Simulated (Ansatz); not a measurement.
**P: from a guess to a relaxed structure**

Where does this trial cell of P go when cell and atoms are let free, and does the end survive a random kick?

Method: DFT PBE, scalar-relativistic, plane waves, PAW, in Ansatz 0.2.0.

**1. Starting point**

The structure is trigonal, space group P3_121 (No. 152). The conventional cell has a = 2.986 Å, b = 2.986 Å, c = 14.786 Å, α = 90.00°, β = 90.00°, γ = 120.00°. P (site symmetry 1) has 12 P at 2.95 to 3.05 Å as nearest neighbours.

As a file:

```xyz
6
Lattice="2.9860 0.0000 0.0000 -1.4930 2.5859 0.0000 0.0000 0.0000 14.7862" Properties=species:S:1:pos:R:3 pbc="T T T"
P     1.9470    1.7590   13.5512
P     0.4891    0.8067    3.6937
P     2.0428    0.0202    8.6224
P    -1.0039    1.7793    6.1638
P     0.5499    2.5657    1.2350
P     0.4540    0.8269   11.0925
```

Recipe of the guess: one element on all sites of the Pr type (P3_121, No. 152). The dimensions are guesses.

**2. The guess as it stands, on a coarse mesh**

The input, input.yaml:

```yaml
crystal:
  lattice:
    - [2.9859515, 0.0, 0.0]
    - [-1.49297575, 2.58590986, 0.0]
    - [0.0, 0.0, 14.78619851]
  atoms:
    - { symbol: P, position: [0.99218103, 0.68024001, 0.916475] }
    - { symbol: P, position: [0.31975999, 0.31194103, 0.24980833] }
    - { symbol: P, position: [0.68805897, 0.00781897, 0.58314166] }
    - { symbol: P, position: [0.00781897, 0.68805897, 0.41685834] }
    - { symbol: P, position: [0.68024001, 0.99218103, 0.083525] }
    - { symbol: P, position: [0.31194103, 0.31975999, 0.75019167] }
basis:
  ecutwfc: 420
kpoints:
  mp_grid: { grid: [6, 6, 2] }
hamiltonian:
  xc: pbe
scf:
  occupations: { method: gaussian, width: 0.1 }
  lower_state_search: "off"
output:
  forces: true
  stress: true
  eigenvalues: true
```

Started as:

```sh
> ansatz run input.yaml --threads 1 --pin off --max-ram 2560MiB --backend cpu --events-out ev --progress --plain --runs-dir out
```

The session goes on with these runs: a loose first relaxation; relaxation on the finer mesh; reference for the kick test; random kick, then relaxation; the kicked end on a coarse mesh; full relaxation (after the kick).

**Question.** What will these runs give? Wanted: conventional cell; volume; energy over the standard state, black P; gap on the mesh; after the kick; energy gained by the kick.

The runs gave:

| quantity | value |
| --- | --- |
| symmetry at the first end (tolerance 0.05 Å) | space group P6/mmm (No. 191) |
| conventional cell | a = 2.635 Å, b = 2.635 Å, c = 2.449 Å, α = 90.00°, β = 90.00°, γ = 120.00° |
| volume | 14.73 Å³/atom |
| energy over the standard state, black P | +0.44 eV/atom |
| gap on the mesh | none (metal) |
| after the kick | space group Pm-3m (No. 221), 14.61 Å³/atom, gap on the mesh none (metal) |
| energy gained by the kick | 346 meV/atom |

**Reading.** The symmetry goes from space group P3_121 (No. 152) to space group P6/mmm (No. 191), and the volume per atom shrinks by 22.6 % from the first guess. It lies above the element's standard state, so it is metastable at best. The first end is not the local ground state: the kicked cell settles 346 meV/atom lower.
